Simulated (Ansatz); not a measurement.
# SiC (rocksalt type): the cost of one run

Computed with Ansatz 0.2.0 (DFT, PBE, PAW with Ansatz's default frozen-core files, scalar-relativistic, unless a step's input says otherwise).

## (1) Starting point

The structure is cubic, space group Fm-3m (No. 225). The conventional cell has a = 4.309 Å, b = 4.309 Å, c = 4.309 Å, α = 90.00°, β = 90.00°, γ = 90.00°. Around Si (site symmetry m-3m) lie 6 C at 2.15 Å. Around C (site symmetry m-3m) lie 6 Si at 2.15 Å.

Coordinates:

```cif
data_structure
_symmetry_space_group_name_H-M 'Fm-3m'
_symmetry_Int_Tables_number 225
_cell_length_a 4.3089
_cell_length_b 4.3089
_cell_length_c 4.3089
_cell_angle_alpha 90.000
_cell_angle_beta 90.000
_cell_angle_gamma 90.000
_cell_volume 80.00
loop_
_atom_site_label
_atom_site_type_symbol
_atom_site_symmetry_multiplicity
_atom_site_Wyckoff_symbol
_atom_site_fract_x
_atom_site_fract_y
_atom_site_fract_z
_atom_site_occupancy
Si1 Si 4 a 0.00000 0.00000 0.00000 1
C1 C 4 b 0.50000 0.00000 0.00000 1
```

The file gives the conventional cell by its symmetry; the runs use the cell typed in the input.

Atoms are numbered in the order of the input: Si1, C2.

## (2) Cell relaxed at zero pressure, PAW

input.yaml

```yaml
crystal:
  lattice:
    - [0.0, 2.15443469, 2.15443469]
    - [2.15443469, 0.0, 2.15443469]
    - [2.15443469, 2.15443469, 0.0]
  atoms:
    - { symbol: Si, position: [0.0, 0.0, 0.0] }
    - { symbol: C, position: [0.5, 0.5, 0.5] }
kpoints:
  mp_grid: { grid: [16, 16, 16] }
scf:
  occupations: { method: fermi_dirac, width: 0.1 }
hamiltonian:
  xc: pbe
  pseudopotentials: { kind: paw }
output:
  forces: true
  stress: true
relax:
  f_tol: 0.005
  max_steps: 40
  cell: {}
```

Command:

```console
$ ansatz run input.yaml --threads 1 --pin off --max-ram 3584MiB --backend cpu --events-out ev --progress --plain --runs-dir out
```

What time and memory should one allow on 1 thread of Intel Xeon Platinum 8259CL at 2.50GHz (Skylake/Cascade Lake), shared host?

About 12 s, with a peak of 0.38 GiB.
